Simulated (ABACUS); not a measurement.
InP under changes of volume

One of the cells (25.167 Å³/atom); the others are scaled copies at fixed shape and fractional positions:

```xyz
2
Lattice="0.0000 2.9305 2.9305 2.9305 0.0000 2.9305 2.9305 2.9305 0.0000" Properties=species:S:1:pos:R:3 pbc="T T T"
In    0.0000    0.0000    0.0000
P     4.3957    4.3957    4.3957
```

| Property | Result |
| --- | --- |
| Program | ABACUS 3.10.1 |
| Functional | PBE |
| Potentials or basis | PseudoDojo NC SR 0.4.1 PBE standard |
| Cutoff | 1361 eV |
| Density cutoff | 5442 eV |
| Basis | DZP LCAO (the cutoffs set its grid) |
| k mesh | 8 × 8 × 8 |
| Occupations | fermi-dirac, width 0.05 eV |
| Spin | no spin polarisation |

```tsv
volume (Å³/atom)	energy over the lowest point (meV/atom)	pressure (GPa)	gap on the mesh (eV)
23.657	82.51	9.7	1.35
24.160	?	?	?
24.663	34.50	5.8	1.08
25.167	18.97	4.1	0.95
25.670	8.39	2.6	0.83
26.173	2.23	1.3	0.71
26.677	0.00	0.1	0.59
```

Q: What does the run at 24.160 Å³/atom give?

A: Energy over the lowest point 55.42 meV/atom; pressure 7.6 GPa; gap on the mesh 1.21 eV.

Worked out: A Birch-Murnaghan fit of order 3 (a polynomial in V^(-2/3)) to the other rows has its minimum at 26.73 Å³/atom, just outside them, with B0 = V·E''(V) = 59 GPa and B' = 4.7. It gives 55.46 meV/atom at 24.160 Å³/atom, against the run's 55.42, and -dE/dV = 7.6 GPa, against 7.6. A straight line through the other rows of the gap, of slope -6.31 eV per unit of ln V (its deformation potential), gives 1.21 eV, against the run's 1.21.

Energies are extrapolated to zero smearing.

Caveats: the atomic orbitals were generated for these runs and aren't a published set; spin-orbit coupling is left out, which moves the levels of the heavy elements; the basis of atomic orbitals isn't converged, which shifts pressures, moduli and gaps.
